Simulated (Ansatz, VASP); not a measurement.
# Two plane-wave programs on Ru

```
CELL_PARAMETERS angstrom
2.83434 0.00000 0.00000
-1.41717 2.45461 0.00000
0.00000 0.00000 4.13587
ATOMIC_POSITIONS crystal
Ru 0.33333 0.66667 0.25000
Ru 0.66667 0.33333 0.75000
```

Alike in both runs: task single point; functional PBEsol; k mesh 21 × 21 × 12; occupations gaussian, width 0.15 eV; no spin polarisation.

```csv
,VASP,Ansatz
version,VASP 6.6.1,Ansatz 0.2.0
potentials or method,"VASP PAW PBE potentials, release 64 (Ru_pv)","scalar-relativistic, plane waves, PAW"
plane-wave cutoff (eV),520,420
valence electrons in the cell,28,32
```

|  | VASP | Ansatz | Ansatz less VASP |
| --- | --- | --- | --- |
| gap on the k mesh at the Fermi level (eV) | none | none | - |
| pressure (GPa) | -19.5 | -19.3 | +0.14 |
| largest component of the traceless stress (GPa) | 17.43 | 17.47 | +0.040 |

A gap of «none» marks a metal or a gap that the smearing closes. The two sets of potentials don't hold the same shells in valence. Ansatz warned: «pseudo_functional_mismatch».

Caveats: so large a pressure means that the cell lies far from this level's equilibrium, or that cutoff or potentials fall short (VASP); the potentials were made for another functional, which shifts forces and pressure (VASP).
